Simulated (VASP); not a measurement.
Set up this calculation in VASP 6.6.1, as the native input.

* Task: single point
* Functional: PBEsol
* Potentials or basis: VASP PAW PBE potentials, release 64 (Ti_sv, Al)
* Cutoff: 520 eV
* k mesh: 10 × 10 × 10
* Occupations: gaussian, width 0.1 eV
* Spin: no spin polarisation
* Dipole correction: no
* Further INCAR settings: ALGO = Normal; EDIFF = 1e-07; NBANDS = 18

The structure of TiAl3 lies in POSCAR:

```
TiAl3
1.0
    3.9483448106      0.0000000000      0.0000000000
    0.0000000000      3.9483448106      0.0000000000
    0.0000000000      0.0000000000      3.9483448106
Ti Al
1 3
Direct
    0.0000000000      0.0000000000      0.0000000000
    0.5000000000      0.5000000000      0.0000000000
    0.5000000000      0.0000000000      0.5000000000
    0.0000000000      0.5000000000      0.5000000000
```

The cell comes from a database or a generator and needn't be the stable form of this composition.

One way to write it, as run:

INCAR

```
SYSTEM = TiAl3
PREC     = Accurate       ! precision mode
ENCUT    = 520            ! plane-wave cutoff, eV
EDIFF    = 1E-7           ! SCF threshold, eV
ISMEAR   = 0              ! smearing method
SIGMA    = 0.1            ! smearing width, eV
LREAL    = .False.        ! projectors in reciprocal space
LASPH    = .True.         ! aspherical terms in the spheres
NELM     = 100            ! most SCF steps
ALGO     = Normal         ! electronic algorithm
ISIF     = 2              ! what is computed and relaxed
LWAVE    = .False.        ! write WAVECAR
LCHARG   = .False.        ! write CHGCAR
GGA      = PS             ! functional
NBANDS   = 18             ! bands
```

KPOINTS

```
regular mesh
0
Gamma
  10 10 10
  0 0 0
```

Potentials or basis: VASP PAW PBE potentials, release 64 (Ti_sv, Al).

Run with:

```bash
$ cat potpaw_PBE.64/Ti_sv/POTCAR potpaw_PBE.64/Al/POTCAR > POTCAR
$ mpirun -np 1 vasp_std > vasp.out
```

It gave:

* Pressure: 0.1 GPa
* Band gap on the k mesh: none (metal or under the smearing width)

Caveat: the PAW data sets were made with another functional, which shifts forces and pressure a little.

It took 32 s on 1 thread of Intel(R) Xeon(R) 6975P-C (Granite Rapids), on a shared host, peak memory 0.2 GiB.
